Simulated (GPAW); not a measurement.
## TiO: single point from a typed occupation with LDA+U

Crystal: TiO.

```
Ti O
1.0
     2.70834    0.00000    0.00000
     0.00000    2.70834    0.00000
     0.00000    0.00000    2.70834
Ti O
1 1
Direct
  0.00000 0.00000 0.00000
  0.50000 0.50000 0.50000
```

The cell comes from a database or a generator and needn't be the stable form of this composition.

```yaml
Program: GPAW 26.7.0
Task: single point from a typed occupation
Functional: LDA
Potentials_or_basis: the program's PAW data sets (release 1.2.1) made for this functional
Cutoff: 600 eV
Basis: pw
k_mesh: 7 × 7 × 7
Occupations: gaussian, width 0.05 eV
Spin: collinear spin, random start
Starting_moments: "[0.19, 0.0] μB"
Hubbard_terms: Ti d U = 6 eV
Maxiter: 120
random_start_of_the_orbitals: yes
start_of_the_occupation_matrix: atoms
Convergence: density=0.0001 energy=1e-05
Symmetry: point_group=False
```

```json
{
  "Pressure": "-23.4 GPa",
  "Band gap on the k mesh": "none (metal or under the smearing width)",
  "Net moment": "0.22 μB per cell",
  "Site moments": "Ti +0.18; O +0.01 μB"
}
```

Levels at points of the mesh, in eV from the Fermi level:
Spin up:
| k point | band 5 | band 6 | band 7 | band 8 | band 9 | band 10 | band 11 | band 12 | band 13 | band 14 |
| --- | --- | --- | --- | --- | --- | --- | --- | --- | --- | --- |
| (0.00, 0.00, 0.00) | -20.69 | -3.99 | -3.99 | -3.99 | -3.16 | -3.16 | 1.46 | 4.92 | 4.92 | 4.92 |
Spin down:
```
           k point  band 7  band 8  band 9  band 10  band 11  band 12
(0.00, 0.00, 0.00)   -3.97   -3.97   -2.36    -2.36     1.54     5.05
```

Eigenvalues of the final occupation matrices:
| site | spin | trace | eigenvalues |
| --- | --- | --- | --- |
| atom 1  | 1 | 1.21 | 0.05 0.05 0.05 0.53 0.53 |
| atom 1  | 2 | 0.97 | 0.05 0.05 0.05 0.41 0.41 |

Run time: 5.9 min on 1 thread of Intel(R) Xeon(R) Processor @ 2.70GHz, on a shared host, peak memory 0.23 GiB.

Caveat: the cutoff is short for stress and forces, so pressures can be off by a GPa or more. The state reached can hang on the start; a lower one may exist.
